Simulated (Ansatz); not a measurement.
Be: levels along high-symmetry lines

```
CELL_PARAMETERS angstrom
3.74681 0.00000 0.00000
0.00000 3.74681 0.00000
0.00000 0.00000 2.28128
ATOMIC_POSITIONS crystal
Be 0.29741 0.29741 0.00000
Be 0.70259 0.70259 0.00000
Be 0.20259 0.79741 0.50000
Be 0.79741 0.20259 0.50000
```

Atoms are numbered in the order listed.

The cell is the one relaxed in the Materials Project (mp-1008501), not relaxed further here; entries there can be hypothetical.

These are results of Ansatz 0.2.0, DFT, PBE, all-electron LAPW, scalar-relativistic, not measurements.

Settings: a Γ-centred 9×9×14 k mesh, Fermi–Dirac smearing of 0.05 eV, basis error target 1 meV/atom, no spin polarisation.

Points in fractions of the reciprocal vectors of this cell: Γ (0, 0, 0), X (0, 0.5, 0), M (0.5, 0.5, 0), Z (0, 0, 0.5), R (0, 0.5, 0.5), A (0.5, 0.5, 0.5). The path joins them by straight lines in the order Γ–X–M–Γ–Z–R–A–Z–X; legs that retrace an earlier one aren't tabulated. Energies are in eV from the Fermi level.

Problem. List the levels at Γ between -20 and 1.5 eV.

Solution. -11.15, -4.95, -4.38, -1.01 (×2).

Problem. List the levels at Z between -20 and 1.5 eV.

Solution. -5.79 (×2), 1.02 (×2).

Problem. List the levels at X between -20 and 1.5 eV.

Solution. -9.18 (×2), -2.64 (×2), 1.50 (×2).

Problem. What is the band gap?

Solution. none: bands cross the Fermi level, a metal.
